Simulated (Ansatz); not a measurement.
Runs of Ansatz 0.2.0 on TiSi2. It takes space group Cmcm (No. 63, orthorhombic). Conventional cell: a = 3.530 Å, b = 13.519 Å, c = 3.565 Å, α = 90.00°, β = 90.00°, γ = 90.00°. Ti (site symmetry m2m) has 10 Si at 2.58 to 2.81 Å as nearest neighbours. Si (site symmetry m2m) has 4 Si at 2.51 Å and 4 Ti at 2.66 to 2.67 Å as nearest neighbours. Si (site symmetry m2m) is surrounded by 2 Si at 2.38 Å and 4 Ti at 2.58 Å. The cell comes from a database or a generator and needn't be the stable form of this composition.

```tsv
task	level	potentials or basis	U	cutoff (eV)	hubbard projectors	double counting	gap on the mesh (eV)	pressure (GPa)	largest force (eV/Å)
projected density of states	PBEsol+U	Ansatz PAW	Ti d U = 2 eV	420	ortho-atomic (the default)	fll (the default)	none	-0.6	(b)
single point	PBE	PseudoDojo stringent (PBE files)	-	1143	-	-	none	1.8	0.18
single point	PBE	JTH PAW	-	1230	-	-	none	(c)	0.18
projected density of states	PBEsol+U	Ansatz PAW	Ti d U = 5 eV	420	ortho-atomic (the default)	fll (the default)	none	2.3	0.32
projected density of states	PBEsol+U	Ansatz PAW	Ti d U = 1 eV	420	ortho-atomic (the default)	fll (the default)	none	-1.4	0.21
projected density of states	PBEsol+U	Ansatz PAW	Ti d U = 6 eV	420	ortho-atomic (the default)	fll (the default)	none	3.7	0.39
single point	PBE	Ansatz NC	-	1155	-	-	none	1.8	(a)
```

Alike in all rows: no spin polarisation; cell as given; k mesh 8 × 8 × 8; smearing fermi-dirac 0.05 eV.

Problem. Estimate the missing entries.

Solution. (a) 0.19; (b) 0.23; (c) 2.0.

Caveats: U without spin polarisation on a metal has little footing (some runs); the PAW data sets come from PBE, with cores solved anew for the run's functional, which leaves a small shift of forces and pressure (some runs); the U is typed as a test and isn't derived for this compound (some runs).

A k mesh can miss the band edges.

A gap of «none» marks a metal or a gap under the smearing width.

Not every run made on this cell is shown here.
